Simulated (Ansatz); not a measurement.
# WC (Fm-3m) in Ansatz: notebook

The runs below take WC through relaxation of cell and atoms, with PBEsol+U.

Program: Ansatz 0.2.0. These are calculated values, not measurements. Logs are shortened: lines on timing, memory, paths and dates and some standing lists are left out, and cuts for length are marked.

### 1 The structure

It takes space group Fm-3m (No. 225, cubic). Conventional cell: a = 4.385 Å, b = 4.385 Å, c = 4.385 Å, α = 90.00°, β = 90.00°, γ = 90.00°. Around W (site symmetry m-3m) lie 6 C at 2.19 Å. Around C (site symmetry m-3m) lie 6 W at 2.19 Å.

Measurements of this composition are mostly on another form, of space group No. 187.

### 2 Relaxation of cell and atoms, PBEsol+U

Contents of input.yaml:

```yaml
crystal:
  lattice:
    - [0.0, 2.192684, 2.192684]
    - [2.192684, 0.0, 2.192684]
    - [2.192684, 2.192684, 0.0]
  atoms:
    - { symbol: W, position: [0.0, 0.0, 0.0] }
    - { symbol: C, position: [0.5, 0.5, 0.5] }
hamiltonian:
  xc: pbesol
  pseudopotentials: { kind: paw }
  hubbard: { sites: [{ species: W, l: d, u_eff: 5.0 }] }
kpoints:
  mp_grid: { grid: [10, 10, 10] }
scf:
  occupations: { method: fermi_dirac, width: 0.05 }
output:
  forces: true
  stress: true
  eigenvalues: true
relax:
  f_tol: 0.01
  max_steps: 40
  cell: { stress_tol: 0.05 }
```

Potentials or basis: Ansatz PAW.

On the command line:

```bash
$ ansatz run input.yaml --threads 2 --pin off --max-ram 5632MiB --backend cpu --events-out ev --progress --plain --runs-dir out
```

Standard output:

```text
Warning: RAYON_NUM_THREADS=2 ignored (pool sized by the plan → 2); use --threads N
W: projections on atomic orbitals take those of the free atom [Kr 4d10 4f14] 5s2 5p6 5d4 6s2, of charge +0.00 (hamiltonian.pseudopotentials.projection_atoms); the dataset's partial waves leave at most 6.5e-5 of an orbital's norm unspanned inside its sphere
C: projections on atomic orbitals take those of the free atom [He] 2s2 2p2, of charge +0.00 (hamiltonian.pseudopotentials.projection_atoms); the dataset's partial waves leave at most 3.7e-9 of an orbital's norm unspanned inside its sphere
Engine: ansatz 0.2.0, x86_64-unknown-linux-gnu
Pseudopotentials: kind: paw
Pseudopotential: W, paw, valence charge 14, recommended cutoff 420 eV (normal), W.paw.azcp
Pseudopotential: C, paw, valence charge 4, recommended cutoff 420 eV (normal), C.paw.azcp
Functional definition: PBEsol
  exchange = pbesol_x
  correlation = pbesol_c
Crystal: 2 atoms, lattice volume = 21.084 Å³
Basis set: ecut = 420 eV, 411 PW (Γ), exchange–correlation on 48×48×48 points (8 copies of the dense FFT grid, shifted against one another)
Bands: 13, of which v1, the nominal top of the filled ones, is band 9 counted from 1 (8 counted from 0)
Symmetry: 48 space group operations
Space group: Fm-3m (ITA 225), of the structure as read, at distance tolerance 2.8e-5 Å
k-points: 47 of 1000
Non-local potential: W, projectors of the file, l = 0: 3, l = 1: 2, l = 2: 2, l = 3: 1
Non-local potential: C, projectors of the file, l = 0: 2, l = 1: 2, l = 2: 1
PAW form: soft (Blöchl's): semilocal exchange-correlation on the pseudo side does not see the compensation charge
PAW frozen core: W, regenerated for the run's functional, and the local potential with it (the file was generated under x = pbe(κ = 0.804, μ = 0.2195149727645171), c = pbe(β = 0.06672455060314922))
PAW frozen core: C, regenerated for the run's functional, and the local potential with it (the file was generated under x = pbe(κ = 0.804, μ = 0.2195149727645171), c = pbe(β = 0.06672455060314922))
PAW one-centre angular grid: W, 590 points (default); XC on 64 Gauss nodes
PAW one-centre angular grid: C, 110 points (default); XC on 64 Gauss nodes
Initial density: superposition of atomic densities (chi_scale 0.1, normalization cell, long waves kept (reshape's long-wave potential 0.00 eV rms))
Initial wavefunctions: pseudopotential atomic-orbital guess
Functional: x = pbesol(κ = 0.804, μ = 0.12345679012345678), c = pbesol(β = 0.046)
SCF iter   1: F=—  HF=-10498.256031 eV  |F-HF|=—  |Δ(HF+E_count)|=         —  Δρ=1.55e-1  dr2=7.02e0  ethr=3.10e-3  ⟨swp⟩=5.2  Hψ=6606  notcnv=0  defer=13
automatic band count: the SCF goes on with 17 bands, as 13 were too few: the levels above may hold too much charge
preconditioner: auto → none  [metal: Δε(μ)=0.015 eV  Ē_g=15.066 eV  σ=0.050 eV  W_gap=0.07  n_scr=8 (ndim 8)  ℏωp=25.6 eV  f_vac=0.000  D(μ)=1.04/eV (n_scr^D=14)  sad-step TF]
SCF iter   2: F=—  HF=-10496.576327 eV  |F-HF|=—  |Δ(HF+E_count)|=    1.68e0  Δρ=4.25e-2  dr2=4.36e-1  ethr=3.10e-3  ⟨swp⟩=3.2  Hψ=1720  notcnv=0  defer=96
SCF iter   3: F=—  HF=-10496.582064 eV  |F-HF|=—  |Δ(HF+E_count)|=   5.74e-3  Δρ=1.85e-2  dr2=5.90e-2  ethr=2.42e-3  ⟨swp⟩=2.3  Hψ=1272  notcnv=0  defer=94
SCF iter   4: F=—  HF=-10496.607040 eV  |F-HF|=—  |Δ(HF+E_count)|=   2.50e-2  Δρ=6.06e-3  dr2=4.78e-3  ethr=3.28e-4  ⟨swp⟩=2.4  Hψ=1387  notcnv=0  defer=90
SCF iter   5: F=—  HF=-10496.606671 eV  |F-HF|=—  |Δ(HF+E_count)|=   3.69e-4  Δρ=1.23e-3  dr2=3.08e-4  ethr=2.66e-5  ⟨swp⟩=2.0  Hψ=1180  notcnv=0  defer=90
SCF iter   6: F=—  HF=-10496.606585 eV  |F-HF|=—  |Δ(HF+E_count)|=   8.61e-5  Δρ=2.30e-4  dr2=1.41e-5  ethr=1.71e-6  ⟨swp⟩=2.3  Hψ=896  notcnv=0  defer=90
SCF iter   7: F=—  HF=-10496.606584 eV  |F-HF|=—  |Δ(HF+E_count)|=   1.17e-6  Δρ=5.21e-6  dr2=2.25e-9  ethr=5.56e-10  ⟨swp⟩=9.2  Hψ=4297  notcnv=0
SCF iter   8: F=-10496.606584 eV  HF=-10496.606584 eV  |F-HF|=1.31e-10  |Δ(HF+E_count)|=   1.42e-9  Δρ=1.30e-6  dr2=3.48e-10  ethr=1.25e-11  ⟨swp⟩=1.4  Hψ=1964  notcnv=0
SCF 1 converged in 8 iterations: F = -10496.606584 eV  dr2 = 3.48e-10
relax step   1: F+E_penalty+E_count = -10496.60658406 eV  Δ(F+E_penalty+E_count) = +0.000e0 eV  max|allowed force component| = 6.409e-30 eV/Å  Δτ_max = 0.0000 Å  P = -9.475 GPa  Ω = 21.084 Å³  (8 SCF iters, dr2 threshold 1.00e-7 eV, accepted)
Crystal: 2 atoms, lattice volume = 20.299 Å³
Bands: 17, of which v1, the nominal top of the filled ones, is band 9 counted from 1 (8 counted from 0)
[... 37 lines left out ...]
SCF 5 converged in 5 iterations: F = -10496.622858 eV  dr2 = 5.14e-12
relax step   5: F+E_penalty+E_count = -10496.62285802 eV  Δ(F+E_penalty+E_count) = +1.046e-3 eV  max|allowed force component| = 3.040e-30 eV/Å  Δτ_max = 0.0000 Å  P = -0.062 GPa  Ω = 20.548 Å³  stress off target by 6.21e-2 GPa  SCF on the basis re-selected at this cell (its energy is not comparable with the rows above)  (5 SCF iters)
basis re-selected at this cell: Δ(F+E_penalty+E_count) = +1.046e-3 eV, ΔP = -0.057 GPa vs the last step (what re-selecting the basis moved, of the pressure what is left beyond the Pulay correction that the steps carried, after the strain that the cell walked since its last selection, with what the two solves' SCF thresholds leave and, on support functions, any second-order correction that the steps lacked; it is no measure of the basis error at this ecutwfc). This SCF's stress stands 6.21e-2 GPa from its target on what of the cell is left free (relax.cell.stress_tol is 5.00e-2 GPa) and its largest allowed force component is 3.04e-30 eV/Å (relax.f_tol is 1.00e-2 eV/Å): not within both, so this SCF does not close the relaxation
Crystal: 2 atoms, lattice volume = 20.544 Å³
iter 1 solved again at ethr=2.46e-9 eV; its pass at ethr=3.10e-3 eV (dr2=4.42e-7 eV) is discarded
SCF iter   1: F=—  HF=-10496.622866 eV  |F-HF|=—  |Δ(HF+E_count)|=         —  Δρ=4.16e-5  dr2=4.40e-7  ethr=2.46e-9  ⟨swp⟩=1.0  Hψ=3751  notcnv=0
preconditioner: auto → none  [metal: Δε(μ)=0.047 eV  Ē_g=14.837 eV  σ=0.050 eV  W_gap=0.23  n_scr=8 (ndim 8)  ℏωp=25.9 eV  f_vac=0.000  D(μ)=0.91/eV (n_scr^D=8)]
SCF iter   2: F=—  HF=-10496.622866 eV  |F-HF|=—  |Δ(HF+E_count)|=   4.49e-8  Δρ=3.08e-5  dr2=2.52e-7  ethr=2.44e-9  ⟨swp⟩=2.0  Hψ=976  notcnv=0
SCF iter   3: F=-10496.622866 eV  HF=-10496.622866 eV  |F-HF|=1.18e-9  |Δ(HF+E_count)|=   5.58e-8  Δρ=3.37e-6  dr2=1.45e-9  ethr=5.36e-11  ⟨swp⟩=3.2  Hψ=2670  notcnv=0
SCF 6 converged in 3 iterations: F = -10496.622866 eV  dr2 = 1.45e-9
relax step   6: F+E_penalty+E_count = -10496.62286553 eV  Δ(F+E_penalty+E_count) = -7.509e-6 eV  max|allowed force component| = 1.775e-30 eV/Å  Δτ_max = 0.0000 Å  P = +0.000 GPa  Ω = 20.544 Å³  energy of the carried Pulay correction = +6.870e-6 eV  (3 SCF iters, dr2 threshold 9.64e-9 eV, accepted)
iter 1 solved again at ethr=2.29e-8 eV; its pass at ethr=3.10e-3 eV (dr2=4.11e-6 eV) is discarded
SCF iter   1: F=—  HF=-10496.622864 eV  |F-HF|=—  |Δ(HF+E_count)|=         —  Δρ=3.39e-6  dr2=1.48e-9  ethr=2.29e-8  ⟨swp⟩=3.1  Hψ=5903  notcnv=0
preconditioner: auto → none  [metal: Δε(μ)=0.048 eV  Ē_g=14.837 eV  σ=0.050 eV  W_gap=0.23  n_scr=8 (ndim 8)  ℏωp=25.9 eV  f_vac=0.000  D(μ)=0.91/eV (n_scr^D=8)]
SCF iter   2: F=—  HF=-10496.622866 eV  |F-HF|=—  |Δ(HF+E_count)|=   1.23e-6  Δρ=1.37e-6  dr2=1.48e-10  ethr=8.20e-12  ⟨swp⟩=2.7  Hψ=1320  notcnv=0
SCF iter   3: F=—  HF=-10496.622866 eV  |F-HF|=—  |Δ(HF+E_count)|=  5.37e-10  Δρ=5.40e-7  dr2=7.04e-11  ethr=1.00e-12  ⟨swp⟩=6.7  Hψ=3242  notcnv=0
SCF iter   4: F=—  HF=-10496.622866 eV  |F-HF|=—  |Δ(HF+E_count)|=  2.18e-11  Δρ=5.92e-7  dr2=9.21e-11  ethr=1.00e-12  ⟨swp⟩=2.2  Hψ=980  notcnv=0
SCF iter   5: F=-10496.622866 eV  HF=-10496.622866 eV  |F-HF|=7.28e-12  |Δ(HF+E_count)|=  1.46e-11  Δρ=1.35e-7  dr2=4.54e-12  ethr=1.00e-12  ⟨swp⟩=4.0  Hψ=2832  notcnv=0
SCF 7 converged in 5 iterations: F = -10496.622866 eV  dr2 = 4.54e-12
relax step   7: F+E_penalty+E_count = -10496.62286553 eV  Δ(F+E_penalty+E_count) = -3.765e-10 eV  max|allowed force component| = 1.709e-30 eV/Å  Δτ_max = 0.0000 Å  P = +0.000 GPa  Ω = 20.544 Å³  stress off target by 1.70e-4 GPa  SCF on the basis re-selected at this cell (its energy is not comparable with the rows above)  (5 SCF iters)
basis re-selected at this cell: Δ(F+E_penalty+E_count) = -3.765e-10 eV, ΔP = +0.000 GPa vs the last step (what re-selecting the basis moved, of the pressure what is left beyond the Pulay correction that the steps carried, after the strain that the cell walked since its last selection, with what the two solves' SCF thresholds leave and, on support functions, any second-order correction that the steps lacked; it is no measure of the basis error at this ecutwfc). This SCF's stress stands 1.70e-4 GPa from its target on what of the cell is left free (relax.cell.stress_tol is 5.00e-2 GPa) and its largest allowed force component is 1.71e-30 eV/Å (relax.f_tol is 1.00e-2 eV/Å): within both
SCF converged after 5 iterations
Free energy (F): -10496.622866 eV
Harris-Foulkes:  -10496.622866 eV  (|F-HF|=7.28e-12)
Internal energy: -10496.615769 eV  (E = F + TS)
E sigma→0 (E₀):  -10496.619317 eV
Entropy (-TS):   -0.007096 eV (-3.548 meV/atom)
Fermi energy:    22.359065 eV
--- Per-component energies (eV) ---
  E_band       = -53.515154
  E_kinetic    = 543.090577
  E_local      = -643.010691  (includes V_loc(G=0)·N_el)
  E_nonlocal   = 28.986132
  E_hartree    = 225.236270
  E_xc         = -314.510514
  E_vxc        = -300.040912  (∫ρ·V_xc dr)
  E_hubbard    = 6.215351  (on-site DFT+U / exact-exchange correction)
  E_vhub       = 0.637467  (the Hubbard potential's part of the band-sum identity)
  E_paw        = -8531.091321  (= ΣΔE_a)
  E_vpaw       = -133.650199  (= ΣTr[D̂ρ^β])
  E_aug_tail   = -0.000094  (compensation charges beyond the density's cutoff)
  E_ewald      = -1811.774373
  E_core_change = 0.242893  (= ΣΔE_core)
  E_smearing   = -0.007096  (= −TS)
  E_closure    = -0.000000  (closes the sum)
  Σ components = -10496.622866   (vs F -10496.622866, Δ=0.00e0)
--- Forces (eV/Å), atoms counted from 1 ---
  atom   1  W     -0.00000000     0.00000000    -0.00000000
  atom   2  C      0.00000000    -0.00000000     0.00000000
  max |Σ_I F_I| component: 2.37e-30 eV/Å
--- Stress (GPa, compression-positive) ---
        0.000170      -0.000000      -0.000000
       -0.000000       0.000170      -0.000000
       -0.000000       0.000000       0.000170
  P = ⅓ Tr σ = 0.0002 GPa (0.002 kbar)
--- Band table (eV; the first three rows and the last of 47) ---
  k-point 0: bands = ["-53.1072", "-17.1248", "-17.1248", "-17.1248", "6.2797", "19.4106", "19.4106", "19.4106", "21.2362", "21.2362", "21.2362", "21.5156", "21.5156", "29.0486", "31.8518", "45.8564", "45.8564"]
  k-point 1: bands = ["-53.1032", "-17.1897", "-17.1316", "-17.1316", "6.5702", "18.5049", "19.0303", "19.0303", "20.1391", "20.1391", "21.5897", "23.5584", "23.5584", "29.5619", "32.5207", "43.1401", "44.2906"]
  k-point 2: bands = ["-53.0926", "-17.3566", "-17.1494", "-17.1494", "7.3899", "16.8347", "17.6672", "17.6672", "20.7007", "20.7007", "22.0520", "25.9761", "25.9761", "30.5914", "34.0227", "40.1863", "41.1743"]
  k-point 46: bands = ["-53.0502", "-17.5881", "-17.4790", "-17.3597", "9.5182", "16.0538", "16.2048", "16.2086", "21.9601", "23.5317", "24.6482", "25.8300", "27.6297", "33.7019", "34.6279", "36.1548", "38.9924"]
Occupation matrices written to <dir>
--- Relaxed structure (5 steps of the walk, 5 accepted, 2 SCFs on fresh bases) ---
  F+E_penalty+E_count = -10496.62286553 eV   max|allowed force component| = 1.709e-30 eV/Å   (the final SCF, on the basis selected at the relaxed cell)
  cell:  # Å, volume = 20.5444 Å³
    - [3.285917789715545e-33, 2.1738082445613314, 2.1738082445613314]
    - [2.1738082445613314, 2.603615743619631e-33, 2.1738082445613314]
    - [2.1738082445613314, 2.1738082445613314, 1.254735363100539e-33]
  atoms:
    - { symbol: W, position: [-2.0586177977069234e-36, 9.14941243422982e-37, 1.829882486845496e-36] }
    - { symbol: C, position: [0.5, 0.5, 0.5] }
```

It took 4.3 s on 2 threads of Intel Xeon 6975P-C (Granite Rapids), shared host; peak memory 0.37 GiB.

Results:

```yaml
Free_energy: -10496.6229 eV
Relaxed_volume: 10.27 Å³/atom
Relaxed_cell: a = 3.074 Å, b = 3.074 Å, c = 3.074 Å, α = 60.00°, β = 60.00°, γ = 60.00°
Space_group_after_relaxing_to_0.05_Å: Fm-3m (No. 225)
Energy_gained_by_relaxing: 8.1 meV/atom
Ionic_steps: 7
Pressure_after_relaxing: 0.0 GPa
Band_gap_on_the_k_mesh: none (metal or under the smearing width)
```

The path:
```
step  energy change (eV)  largest force (eV/Å)  volume (Å³)
   1              0.0000                0.0000        21.08
   2             -0.0141                0.0000        20.30
   3             -0.0173                0.0000        20.56
   4             -0.0173                0.0000        20.55
   5             -0.0163                0.0000        20.55
   6             -0.0163                0.0000        20.54
   7             -0.0163                0.0000        20.54
```

Final structure:
```
W C
1.0
     0.00000    2.17381    2.17381
     2.17381    0.00000    2.17381
     2.17381    2.17381    0.00000
W C
1 1
Direct
  0.00000 0.00000 0.00000
  0.50000 0.50000 0.50000
```

Eigenvalues of the final occupation matrices:
```tsv
site	spin	trace	eigenvalues
site 1	1	2.36	0.44 0.44 0.49 0.49 0.49
```

Caveat: the plane-wave basis is chosen anew once the cell has moved, so the energies of steps on either side of that aren't comparable; the pressure holds a Pulay correction of +0.3 GPa for the finite cutoff; U without spin polarisation on a metal has little footing; the PAW data sets come from PBE, with cores solved anew for the run's functional, which leaves a small shift of forces and pressure; the U is typed as a test and isn't derived for this compound. The run has no spin-orbit coupling, so splittings on W are missing.

[end of part 1 of 2]
